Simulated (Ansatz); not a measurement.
The calculation used DFT PBE, scalar-relativistic, plane waves, PAW (Ansatz). Settings: cutoff 420 eV, Γ-centred meshes spaced at most about 0.3 Å⁻¹ (2π included), Gaussian smearing. No spin polarisation.

Temperature and zero-point effects are left out.

Task: Which of these relaxed structures of PbSe is the lowest in energy?
A.

Space group P4/nmm:1 (No. 129). a = 5.352 Å, b = 5.352 Å, c = 4.223 Å, α = 90.00°, β = 90.00°, γ = 90.00°
```
atom  site  symmetry       x       y       z
  Pb    2c       4mm  0.5000  0.0000  0.6822
  Se    2a      -4m2  0.0000  0.0000  0.0000
```

B.

Space group Fm-3m (No. 225). a = 6.218 Å, b = 6.218 Å, c = 6.218 Å, α = 90.00°, β = 90.00°, γ = 90.00°
```
atom  site  symmetry       x       y       z
  Pb    4a      m-3m  0.0000  0.0000  0.0000
  Se    4b      m-3m  0.5000  0.0000  0.0000
```

C.

Space group Cmcm (No. 63). a = 4.336 Å, b = 12.428 Å, c = 4.484 Å, α = 90.00°, β = 90.00°, γ = 90.00°
| atom | site | symmetry | x | y | z |
| --- | --- | --- | --- | --- | --- |
| Pb | 4c | m2m | 0.5000 | 0.8655 | 0.7500 |
| Se | 4c | m2m | 0.5000 | 0.6367 | 0.7500 |

D.

Space group P6_3mc (No. 186). a = 4.267 Å, b = 4.267 Å, c = 7.928 Å, α = 90.00°, β = 90.00°, γ = 120.00°
```csv
atom,site,symmetry,x,y,z
Pb,2b,3m.,0.6667,0.3333,0.2279
Se,2a,3m.,0.0000,0.0000,0.5220
```

Result: B. The next of these, C, lies 48 meV/atom higher. Forms: B rock salt type, Fm-3m; C Cmcm; D P6_3mc; A P4/nmm. Counting Se atoms around Pb (those within 1.25 times the shortest such distance or 1.15 times the sum of covalent radii; a plus sign parts nearer from farther groups): B has Pb 6; C has Pb 1+4; D has Pb 3+3; A has Pb 4. Origin: A and D, invented; B, reached from a cell as deposited in COD, among other starts; C, reached from a Materials Project cell.

Weakly bound directions are ill-defined at this level, which has no dispersion term (Cmcm, P4/nmm), and this can change margins and order among such cells. Spin–orbit coupling, which can matter for Pb, is left out. Cells relaxed within their symmetry can be saddle points. Some candidate types were left out of the draw beforehand, so a known form may be missing.
